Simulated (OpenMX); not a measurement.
The system is Ru.

```xyz
2
Lattice="2.7058 0.0000 0.0000 -1.3529 2.3433 0.0000 0.0000 0.0000 4.2819" Properties=species:S:1:pos:R:3 pbc="T T T"
Ru    1.3529    0.7811    3.2114
Ru    0.0000    1.5622    1.0705
```

Base run:

```yaml
Program: OpenMX 3.8.5
Functional: LDA
Potentials_or_basis: OpenMX 2013 LDA set, Ru7.0-s3p2d2, grid cutoff 400 Ry
k_mesh: 11 × 11 × 7
Occupations: fermi-dirac, width 0.05 eV
Spin: no spin polarisation
```

Its results: pressure -4.1 GPa; largest force 0.013 eV/Å.

Task: After a change of settings the same cell gave: pressure -10.1 GPa; largest force 0.013 eV/Å. Which change was it?
A. potentials or basis from OpenMX 2013 LDA set, Ru7.0-s3p2d2, grid cutoff 400 Ry to OpenMX 2013 LDA set, Ru7.0-s3p2d2f1, grid cutoff 560 Ry; k mesh from 11 × 11 × 7 to 9 × 9 × 5
B. functional from LDA to PBE; potentials or basis from OpenMX 2013 LDA set, Ru7.0-s3p2d2, grid cutoff 400 Ry to OpenMX 2013 PBE set, Ru7.0-s3p2d2, grid cutoff 400 Ry
C. functional from LDA to PBE; potentials or basis from OpenMX 2013 LDA set, Ru7.0-s3p2d2, grid cutoff 400 Ry to OpenMX 2013 PBE set, Ru7.0-s3p2d2f1, grid cutoff 400 Ry
D. functional from LDA to PBE; potentials or basis from OpenMX 2013 LDA set, Ru7.0-s3p2d2, grid cutoff 400 Ry to OpenMX 2013 PBE set, Ru7.0-s3p2d1, grid cutoff 400 Ry

Result: A.

Caveats: the basis of atomic orbitals isn't converged, which shifts pressures, moduli and gaps.

Not every run made on this cell is shown here.
